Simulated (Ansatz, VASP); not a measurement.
# SiGe2 in two plane-wave programs, part 2 of 2

Wanted: the spread between two codes on one cell, functional and k mesh. The cell is generated by rule, not measured, and may not be a known phase. The cell is taken from a series of runs on this material, whose earlier steps may have relaxed, scaled, displaced or heated it; both programs get it as it stands.

VASP 6.6.1 and Ansatz 0.2.0.

So far. Step 2 (VASP: single point, r2SCAN): The run ends at a pressure of -2.84 GPa, with forces up to 1.7 eV/Å.

The structure was built from a prototype and need not be the compound's stable phase.

## Step 3: Ansatz: single point, r2SCAN

Level of this step: Ansatz beside VASP: Kohn-Sham DFT, plane waves, r2SCAN (Ansatz).

Ansatz runs on its default PAW (the set named soft_2) files.

The same cell, functional, mesh and smearing now go to Ansatz, which takes its cutoff from its data sets.

Input file input.yaml:

```yaml
crystal:
  lattice:
    - [5.2880224348, 5.2880224348, 0.0]
    - [5.2880224348, 0.0, 5.2880224348]
    - [5.2880224348, 0.0, -5.2880224348]
  atoms:
    - { symbol: Si, position: [0.0563477936, 0.4718261032, 0.4718261032] }
    - { symbol: Si, position: [-0.0563477936, 0.0281738968, 1.0281738968] }
    - { symbol: Si, position: [0.4436522064, 0.2781738968, 0.7781738968] }
    - { symbol: Si, position: [0.5563477936, 0.7218261032, 0.2218261032] }
    - { symbol: Ge, position: [0.3067602888, 0.0517871949, 0.8466198556] }
    - { symbol: Ge, position: [0.1932397112, 0.6982128051, 0.4033801444] }
    - { symbol: Ge, position: [0.8067602888, 0.0966198556, 0.8017871949] }
    - { symbol: Ge, position: [0.6932397112, 0.6533801444, 0.4482128051] }
    - { symbol: Ge, position: [0.3067602888, 0.6414525163, 0.8466198556] }
    - { symbol: Ge, position: [0.1932397112, 0.1085474837, 0.4033801444] }
    - { symbol: Ge, position: [0.8067602888, 0.0966198556, 0.3914525163] }
    - { symbol: Ge, position: [0.6932397112, 0.6533801444, 0.8585474837] }
kpoints:
  mp_grid: { grid: [8, 8, 8] }
hamiltonian:
  xc: r2scan
scf:
  occupations: { method: methfessel_paxton, width: 0.2 }
output:
  forces: true
  stress: true
  eigenvalues: true
```

The run is started by

```
$ ansatz run input.yaml --threads 8 --pin off --max-ram 14336MiB --backend cpu --events-out ev --progress --plain --runs-dir out
```

Numbers of over 12 decimals in the logs are rounded to 6 here.

The log of the run:

```text
Engine: ansatz 0.2.0, aarch64-unknown-linux-gnu
Pseudopotentials: kind: paw
Pseudopotential: Si, paw, valence charge 4, recommended cutoff 500 eV (meta_gga), Si.paw.azcp
Pseudopotential: Ge, paw, valence charge 14, recommended cutoff 500 eV (meta_gga), Ge.paw.azcp
Functional definition: r2SCAN
  parameter k0 = 0.174
  parameter k1 = 0.065
  parameter a1 = 4.9479
  exchange = r2scan_x(k0 = k0, k1 = k1, a1 = a1)
  correlation = r2scan_c
Crystal: 12 atoms, lattice volume = 295.740 Å³
Basis set: ecut = 500 eV, 7583 PW (Γ), exchange–correlation on 240×240×240 points (64 copies of the dense FFT grid, shifted against one another)
Bands: 77, of which v1, the nominal top of the filled ones, is band 64 counted from 1 (63 counted from 0)
Symmetry: 16 space group operations
Space group: I41/amd (ITA 141), of the structure as read, at distance tolerance 6.7e-5 Å
k-points: 59 of 512
Non-local potential: Si, projectors of the file, l = 0: 2, l = 1: 2, l = 2: 2
Non-local potential: Ge, projectors of the file, l = 0: 2, l = 1: 2, l = 2: 3, l = 3: 1
PAW form: soft (Blöchl's): semilocal exchange-correlation on the pseudo side does not see the compensation charge
PAW frozen core: Si, regenerated for the run's functional (the file was generated under x = pbe(κ = 0.804, μ = 0.219515), c = pbe(β = 0.066725))
PAW frozen core: Ge, regenerated for the run's functional (the file was generated under x = pbe(κ = 0.804, μ = 0.219515), c = pbe(β = 0.066725))
PAW one-centre angular grid: Si, 302 points (default); XC on 160 Gauss nodes
PAW one-centre angular grid: Ge, 590 points (default); XC on 160 Gauss nodes
Initial density: superposition of atomic densities (neutral atoms: chi_scale 0, normalization atom), corrected by the library's trained network
Initial wavefunctions: pseudopotential atomic-orbital guess
Functional: x = r2scan, c = r2scan; τ floored in thin density (d = 2e-4 eV/Å³)
SCF iter   1: F=—  HF=-36971.536926 eV  |F-HF|=—  |Δ(HF+E_count)|=         —  Δρ=7.37e-3  dr2=2.62e-1  dr2_τ=2.47e-2  ethr=1.77e-3  ⟨swp⟩=6.2  Hψ=16966  notcnv=0
preconditioner: auto → LDOS  [metal: Δε(μ)=0.013 eV  Ē_g=7.666 eV  σ=0.200 eV  W_gap=0.06  n_scr=58 (ndim 8)  ℏωp=15.0 eV  f_vac=0.011  D(μ)=2.98/eV (n_scr^D=14)  β→1.0]
SCF iter   2: F=—  HF=-36971.606817 eV  |F-HF|=—  |Δ(HF+E_count)|=   6.99e-2  S|Δr|=    0.00e0  Δρ=4.73e-3  dr2=1.52e-1  dr2_τ=1.00e-3  ethr=2.05e-4  ⟨swp⟩=2.0  Hψ=9588  notcnv=0  defer=208
SCF iter   3: F=—  HF=-36971.536689 eV  |F-HF|=—  |Δ(HF+E_count)|=   7.01e-2  S|Δr|=    0.00e0  Δρ=1.00e-3  dr2=2.18e-3  dr2_τ=4.22e-5  ethr=1.19e-4  ⟨swp⟩=2.0  Hψ=8127  notcnv=0  defer=208
SCF iter   4: F=—  HF=-36971.536515 eV  |F-HF|=—  |Δ(HF+E_count)|=   1.74e-4  S|Δr|=    0.00e0  Δρ=1.65e-4  dr2=6.27e-5  dr2_τ=1.03e-6  ethr=1.70e-6  ⟨swp⟩=2.0  Hψ=8195  notcnv=0  defer=208
SCF iter   5: F=—  HF=-36971.536541 eV  |F-HF|=—  |Δ(HF+E_count)|=   2.58e-5  S|Δr|=    0.00e0  Δρ=2.49e-5  dr2=1.36e-6  dr2_τ=3.41e-8  ethr=4.90e-8  ⟨swp⟩=2.0  Hψ=5973  notcnv=0  defer=93
SCF iter   6: F=-36971.536543 eV  HF=-36971.536543 eV  |F-HF|=1.11e-7  |Δ(HF+E_count)|=   2.53e-6  S|Δr|=    0.00e0  Δρ=5.67e-6  dr2=9.81e-8  dr2_τ=1.60e-9  ethr=7.81e-11  ⟨swp⟩=11.3  Hψ=21111  notcnv=0
SCF 1 converged in 6 iterations: F = -36971.536543 eV  dr2 = 9.81e-8
  greatest PAW one-centre occupation: 0.998 electrons in one spin orbital (limit 2), on the Ge atom at site 7 (counted from 0), in its partial waves of l = 2
SCF converged after 6 iterations
Stability not checked: this state was not tested for a lower state beside it, because cold or Methfessel-Paxton smearing, or corrected tetrahedra, fill the levels in a way that the test cannot read (fill_not_monotonic; see scf.lower_state_search)
Free energy (F): -36971.536543 eV
Harris-Foulkes:  -36971.536543 eV  (|F-HF|=1.11e-7)
Internal energy: -36971.536413 eV  (E = F + TS)
E sigma→0 (E₀):  -36971.536511 eV
Entropy (-TS):   -0.000130 eV (-0.011 meV/atom)
Fermi energy:    6.483923 eV
--- Per-component energies (eV) ---
  E_band       = -1469.699239
  E_kinetic    = 1031.489626
  E_local      = -21932.334999  (includes V_loc(G=0)·N_el)
  E_nonlocal   = 3442.556914
  E_hartree    = 9631.515830
  E_xc         = -749.283272
  E_vxc        = -730.248241  (∫ρ·V_xc dr)
  E_paw        = -18333.317759  (= ΣΔE_a)
  E_vpaw       = -2583.274305  (= ΣTr[D̂ρ^β])
  E_aug_tail   = 0.000134  (compensation charges beyond the density's cutoff)
  E_vtau       = 39.085002  (kinetic-family band-sum trace: ∫τ·v_τ [+ j·A + Jᵃ·Aᵃ] dr)
  E_ewald      = -10053.171030
  E_core_change = -8.991858  (= ΣΔE_core)
  E_smearing   = -0.000130  (= −TS)
  E_closure    = -0.000000  (closes the sum)
  Σ components = -36971.536543   (vs F -36971.536543, Δ=0.00e0)
--- Forces (eV/Å), atoms counted from 1 ---
  atom   1  Si     0.00000000    -0.68928126    -0.00000000
  atom   2  Si     0.00000000     0.68928126     0.00000000
  atom   3  Si     0.00000000     0.68928126     0.00000000
  atom   4  Si     0.00000000    -0.68928126     0.00000000
  atom   5  Ge    -0.97068217     0.91237424    -0.97068217
  atom   6  Ge     0.97068217    -0.91237424     0.97068217
  atom   7  Ge    -0.97068217     0.91237424     0.97068217
  atom   8  Ge     0.97068217    -0.91237424    -0.97068217
  atom   9  Ge     0.97068217     0.91237424     0.97068217
  atom  10  Ge    -0.97068217    -0.91237424    -0.97068217
  atom  11  Ge     0.97068217     0.91237424    -0.97068217
  atom  12  Ge    -0.97068217    -0.91237424     0.97068217
  max |Σ_I F_I| component: 4.44e-16 eV/Å
--- Stress (GPa, compression-positive) ---
        0.059446       0.000000       0.000000
       -0.000000      -8.572868       0.000000
        0.000000       0.000000       0.059446
  P = ⅓ Tr σ = -2.8180 GPa (-28.180 kbar)
--- Band table (eV; the first three rows and the last of 59) ---
  k-point 0: bands = [... 60 lower, 5.9906, 6.4612, 6.4612, 6.5386, 7.3036, 7.5362, 7.9722, 7.9722, ... 9 higher]
  k-point 1: bands = [... 60 lower, 5.9361, 6.0442, 6.2965, 6.9140, 7.5443, 7.5716, 7.7189, 7.9829, ... 9 higher]
  k-point 2: bands = [... 60 lower, 5.5158, 5.7626, 5.9666, 7.0008, 7.2944, 7.3062, 7.7233, 7.8649, ... 9 higher]
  k-point 58: bands = [... 60 lower, 4.9711, 4.9711, 5.7172, 5.7172, 6.4120, 6.4120, 6.7205, 6.7205, ... 9 higher]
```

Reading the cycles: dr2 is the Hartree energy of the density residual (eV), the measure of convergence; HF is the Harris–Foulkes estimate of the energy, which meets the free energy F at convergence.

The run ends at a pressure of -2.82 GPa, with forces up to 1.6 eV/Å.

## Step 4: Differences

Known differences besides the potentials themselves: VASP keeps PBE cores, Ansatz makes them for the functional; the cutoff is 500 eV in Ansatz and 550 eV in VASP. Total energies have different zeros and are not compared.

Compared:

```tsv
quantity	Ansatz	VASP	difference
pressure (GPa)	-2.82	-2.84	+0.02
```

Forces on 7 of the 12 atoms, those with the largest forces and the largest differences (eV/Å; atoms numbered as in POSCAR):

```tsv
atom	Ansatz x, y, z	VASP x, y, z
Ge5	-0.971, 0.912, -0.971	-0.974, 0.911, -0.974
Ge6	0.971, -0.912, 0.971	0.974, -0.911, 0.974
Ge7	-0.971, 0.912, 0.971	-0.974, 0.911, 0.974
Ge8	0.971, -0.912, -0.971	0.974, -0.911, -0.974
Ge10	-0.971, -0.912, -0.971	-0.974, -0.911, -0.974
Ge11	0.971, 0.912, -0.971	0.974, 0.911, -0.974
Ge12	-0.971, -0.912, 0.971	-0.974, -0.911, 0.974
```

The forces differ by 2.1 meV/Å r.m.s., which is 0.3 % of the r.m.s. force of 0.812 eV/Å (both taken over all components).

## Step 5: Outcome

```json
{"r.m.s. force difference (single point, r2SCAN)": "0.26 % of the r.m.s. force"}
```

In words: The r.m.s. force difference is 0.26 % of the r.m.s. force (single point, r2SCAN), within the 3 % picked in this series as the mark of a large difference. How closely two codes agree says nothing of how well the functional describes the real material.

[Lines on the potential files, build, host, timing and source positions are cut from VASP's logs without a mark.]

[Logs are printed without paths, hosts, clocks, repeated set-up lines and the standing remarks that a program may print on its own settings, such as how far it seeks lower states.]

[Hosts, paths, dates, database ids (printed as entryN), source tags and the programs' standing remarks are cut or masked in the printed files.]
